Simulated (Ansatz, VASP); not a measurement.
## Two plane-wave programs on GaP

INCAR

```
ALGO = Fast ; EDIFF = 1E-7
EDIFFG = -0.01 ; ENCUT = 520
GGA = PE ; IBRION = 2
ISIF = 2 ; ISMEAR = -1
LASPH = True ; LCHARG = False
LREAL = False ; LWAVE = False
NELM = 60 ; NSW = 60
PREC = Accurate ; SIGMA = 0.05
```

Contents of KPOINTS:

```
k-points
0
Gamma
  8 8 8
```

POSCAR

```
GaP
1.0
    0.0000000000      2.7252500000      2.7252500000
    2.7797550000      0.0000000000      2.7252500000
    2.7797550000      2.7252500000      0.0000000000
Ga P
1 1
Direct
    0.0000000000      0.0000000000      0.0000000000
    0.7500000000      0.7500000000      0.7500000000
```

The input input.yaml:

```yaml
crystal:
  lattice:
    - [0.0, 2.72525, 2.72525]
    - [2.779755, 0.0, 2.72525]
    - [2.779755, 2.72525, 0.0]
  atoms:
    - { symbol: Ga, position: [0.0, 0.0, 0.0] }
    - { symbol: P, position: [0.75, 0.75, 0.75] }
hamiltonian:
  xc: pbe
  pseudopotentials: { kind: paw }
kpoints:
  mp_grid: { grid: [8, 8, 8] }
scf:
  occupations: { method: fermi_dirac, width: 0.05 }
output:
  forces: true
  stress: true
  eigenvalues: true
  write_density: true
  write_potential: true
  elf: true
  volumetric_format: npy
relax:
  f_tol: 0.01
  max_steps: 40
```

Change from the starting cell: strain = 0.02.

Alike in both runs: task relaxation of the atoms; functional PBE; k mesh 8 × 8 × 8; occupations fermi-dirac, width 0.05 eV; no spin polarisation.

|  | VASP | Ansatz |
| --- | --- | --- |
| version | VASP 6.6.1 | Ansatz 0.2.0 |
| potentials or method | VASP PAW PBE potentials, release 64 (Ga_d, P) | Ansatz PAW |
| plane-wave cutoff (eV) | 520 | 420 |
| valence electrons in the cell | 18 | 18 |

```tsv
	VASP	Ansatz	Ansatz less VASP
gap on the k mesh at the Fermi level, each at its own relaxed structure (eV)	1.57	1.57	+0.002
```

Caveats: the relaxation stopped at its first step, so nothing moved. A k mesh can miss the band edges.
